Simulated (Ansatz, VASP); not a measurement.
**Two plane-wave programs on Si**

Contents of INCAR:

```
  PREC = Accurate
  ENCUT = 520
  EDIFF = 1E-7
  ISMEAR = -1
  SIGMA = 0.1
  LREAL = F
  LASPH = T
  NELM = 100
  ALGO = Normal
  ISIF = 2
  LWAVE = F
  LCHARG = T
  GGA = RE
  LELF = T
  LVHAR = T
  NBANDS = 11
```

Contents of KPOINTS:

```
regular mesh
0
Gamma
  15 15 8
```

File POSCAR:

```
Si
1.0
    2.6355104360      0.0000000000      0.0000000000
   -1.3177552180      2.2824189895      0.0000000000
    0.0000000000      0.0000000000      4.4417638519
Si
2
Direct
    0.3333333333      0.6666666667      0.2500000000
    0.6666666667      0.3333333333      0.7500000000
```

Input for Ansatz:

```yaml
crystal:
  lattice:
    - [2.635510436, 0.0, 0.0]
    - [-1.317755218, 2.2824189895, 0.0]
    - [0.0, 0.0, 4.4417638519]
  atoms:
    - { symbol: Si, position: [0.3333333333, 0.6666666667, 0.25] }
    - { symbol: Si, position: [0.6666666667, 0.3333333333, 0.75] }
hamiltonian:
  xc: revpbe
  pseudopotentials:
    kind: paw
    azcp:
      Si: "pseudopotentials/Si.paw.azcp"
basis:
  ecutwfc: 420
  fft_grid_basis: typed
kpoints:
  mp_grid: { grid: [15, 15, 8], shift: [0, 0, 0] }
magnetization:
  spin_polarized: false
scf:
  occupations: { method: fermi_dirac, width: 0.1 }
  lower_state_search: "off"
output:
  stress: true
```

Alike in both runs: task single point; functional revPBE; k mesh 15 × 15 × 8; occupations fermi-dirac, width 0.1 eV; no spin polarisation.

|  | VASP | Ansatz |
| --- | --- | --- |
| version | VASP 6.6.1 | Ansatz 0.2.0 |
| potentials or method | VASP PAW PBE potentials, release 64 (Si) | plane waves (420 eV) with PAW, scalar-relativistic |
| plane-wave cutoff (eV) | 520 | 420 |
| valence electrons in the cell | 8 | 8 |

Ansatz gave:

```
pressure (GPa)                                  : 8.2
largest component of the traceless stress (GPa) : 0.78
```

Question: Which values does VASP return?

Answer: Pressure (GPa): 7.7; largest component of the traceless stress (GPa): 0.81.

With one functional, cell and mesh, what is left measures potentials, basis and numerics.

Caveats: the PAW data sets were made with another functional, which shifts forces and pressure a little (VASP).
